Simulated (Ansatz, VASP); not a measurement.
# CuAu: VASP beside Ansatz

Contents of INCAR:

```
SYSTEM = CuAu
  ALGO = Fast
  EDIFF = 1E-6
  ENCUT = 520
  GGA = PE
  ISIF = 2
  ISMEAR = 0
  LASPH = .TRUE.
  LCHARG = .FALSE.
  LREAL = .FALSE.
  LWAVE = .FALSE.
  NBANDS = 18
  NELM = 80
  PREC = Accurate
  SIGMA = 0.15
```

KPOINTS

```
k-points
0
G
  18 18 14
  0 0 0
```

File POSCAR:

```
CuAu
1.0
    2.6600000000      0.0000000000      0.0000000000
    0.0000000000      2.6600000000      0.0000000000
    0.0000000000      0.0000000000      3.5782500000
Cu Au
1 1
Direct
    0.5000000000      0.5000000000      0.5000000000
    0.0000000000      0.0000000000      0.0000000000
```

Input for Ansatz:

```yaml
crystal:
  lattice:
    - [2.66, 0.0, 0.0]
    - [0.0, 2.66, 0.0]
    - [0.0, 0.0, 3.57825]
  atoms:
    - { symbol: Cu, position: [0.5, 0.5, 0.5] }
    - { symbol: Au, position: [0.0, 0.0, 0.0] }
basis:
  ecutwfc: 420
kpoints:
  mp_grid: { grid: [18, 18, 14] }
hamiltonian:
  xc: pbe
scf:
  occupations: { method: gaussian, width: 0.15 }
output:
  forces: true
  stress: true
  eigenvalues: true
```

Change from the starting cell: strain -0.050 along x and y, -0.025 along z, atoms carried along.

Alike in both runs: task single point; functional PBE; k mesh 18 × 18 × 14; occupations gaussian, width 0.15 eV; no spin polarisation.

|  | VASP | Ansatz |
| --- | --- | --- |
| version | VASP 6.6.1 | Ansatz 0.2.0 |
| potentials or method | VASP PAW PBE potentials, release 64 (Cu, Au) | scalar-relativistic, plane waves, PAW |
| plane-wave cutoff (eV) | 520 | 420 |
| valence electrons in the cell | 22 | 38 |

```csv
,VASP,Ansatz,Ansatz less VASP
gap on the k mesh at the Fermi level (eV),none,none,-
pressure (GPa),38.9,38.6,-0.31
largest component of the traceless stress (GPa),3.08,3.21,+0.125
```

A gap of «none» marks a metal or a gap that the smearing closes. The two sets of potentials don't hold the same shells in valence.

Caveats: so large a pressure means that the cell lies far from this level's equilibrium, or that cutoff or potentials fall short (VASP). The runs have no spin-orbit coupling, so splittings on Au are missing.
